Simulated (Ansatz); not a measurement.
# MgF$_{2}$ under compression and expansion

```yaml
crystal:
  lattice:
    - [4.62130, 0.00000, 0.00000]
    - [0.00000, 4.62130, 0.00000]
    - [0.00000, 0.00000, 3.01590]
  atoms:
    - { symbol: Mg, position: [0.00000, 0.00000, 0.00000] }
    - { symbol: Mg, position: [0.50000, 0.50000, 0.50000] }
    - { symbol: F, position: [0.30280, 0.30280, 0.00000] }
    - { symbol: F, position: [0.19720, 0.80280, 0.50000] }
    - { symbol: F, position: [0.69720, 0.69720, 0.00000] }
    - { symbol: F, position: [0.80280, 0.19720, 0.50000] }
```

Conventional cell: a = 4.621 Å, b = 4.621 Å, c = 3.016 Å, α = 90.00°, β = 90.00°, γ = 90.00°. Around Mg (atom 1) lie 6 F at 1.98 Å. F (atom 3) is surrounded by 3 Mg at 1.98 Å.

The geometry is COD entry 9007534, unchecked; take it as a test cell.

Methods: DFT, PBE, all-electron LAPW, scalar-relativistic (Ansatz 0.2.0); DFT, PBE, PAW with Ansatz's default frozen-core files, scalar-relativistic (Ansatz 0.2.0).

For LAPW: a Γ-centred 5×5×7 k mesh, Fermi–Dirac smearing of 0.02 eV, basis error target 1 meV/atom, no spin polarisation. PAW takes a cutoff of 420 eV at this cell. The Ansatz runs share mesh, smearing and spin set-up. Plane-wave (PAW) pressures include the program's estimate of the Pulay term.

The cell above is scaled evenly, with fractional coordinates and shape held.

```
V/V(cell)  V (Å³/atom)  P, LAPW (GPa)  P, PAW (GPa)  gap on the k mesh, LAPW (eV)
   0.9400       10.091          14.62         14.63                          7.68
   0.9600       10.305          11.54         11.54                          7.52
   0.9800       10.520           8.76          8.75                          7.37
   0.9900       10.627              ?             ?                             ?
   1.0000       10.735           6.25          6.22                          7.23
   1.0100       10.842           5.08          5.05                          7.16
   1.0200       10.949           3.97          3.94                          7.09
   1.0400       11.164           1.92          1.88                          6.96
   1.0600       11.379           0.06          0.01                          6.83
```

Question: Fill in the row V/V(cell) = 0.9900.

Answer: P, LAPW (GPa) = 7.47, P, PAW (GPa) = 7.45, gap on the k mesh, LAPW (eV) = 7.30.
